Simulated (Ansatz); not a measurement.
Space group Fm-3m (No. 225). a = 3.563 Å, b = 3.563 Å, c = 3.563 Å, α = 90.00°, β = 90.00°, γ = 90.00°
```csv
atom,site,symmetry,x,y,z
Cu,4a,m-3m,0.0000,0.0000,0.0000
```

Equation of state of this Cu structure (not necessarily the ground state), with shape and atoms relaxed at each volume where symmetry leaves them free. It has no gap at any of these volumes. The calculation used DFT PBEsol, scalar-relativistic, plane waves, PAW in Ansatz.

Settings: cutoff 420 eV, Γ-centred mesh 20×20×20 on the computed 1-atom cell, Gaussian smearing of 0.10 eV; no spin polarisation.

```tsv
V (Å³/atom)	E − E(largest V) (meV/atom)	P (GPa)
9.954	61.83	29.61
10.294	9.49	20.12
10.633	-24.45	12.19
10.972	-43.05	5.57
11.312	-48.81	0.04
11.651	-43.85	-4.58
11.990	-29.93	-8.43
12.443	0.00	-12.58
```

Task: Fit a third-order Birch–Murnaghan equation to E(V).

Result: V0 = 11.31 Å³/atom, B0 = 168 GPa, B0' = 5.0.